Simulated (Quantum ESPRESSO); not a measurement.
Crystal: AlRu.

```xyz
2
Lattice="2.9916 0.0000 0.0000 0.0000 2.9916 0.0000 0.0000 0.0000 2.9916" Properties=species:S:1:pos:R:3 pbc="T T T"
Ru    1.4958    1.4958    1.4958
Al    0.0000    0.0000    0.0000
```

| Property | Result |
| --- | --- |
| Program | Quantum ESPRESSO 7.5 |
| Task | phonons |
| Functional | AM05 |
| Potentials or basis | GBRV 1.5 PBE |
| Cutoff | 612 eV |
| Density cutoff | 4898 eV |
| k mesh | 9 × 9 × 9 |
| Occupations | cold, width 0.2 eV |
| Spin | no spin polarisation |
| Mixing beta | 0.5 |
| Most SCF iterations | 120 |
| SCF threshold | 4e-10 Ry |

The cell and the atoms were relaxed first, to 13.14 Å³/atom (a = 2.973 Å, b = 2.973 Å, c = 2.973 Å, α = 90.00°, β = 90.00°, γ = 90.00°), and the response was taken there.

Problem. Which optical modes does the crystal have at the zone centre, and which show in infrared and Raman spectra?

Solution. The optical modes are T1u. Infrared active: T1u. None is Raman active.

Optical modes at Γ, degenerate ones joined:
| cm⁻¹ | components | symmetry | active in |
| --- | --- | --- | --- |
| 328 | 3 | T1u | IR |

Caveat: the mesh is thin for the phonons of a metal; the potentials were made for another functional, which shifts forces and pressure.
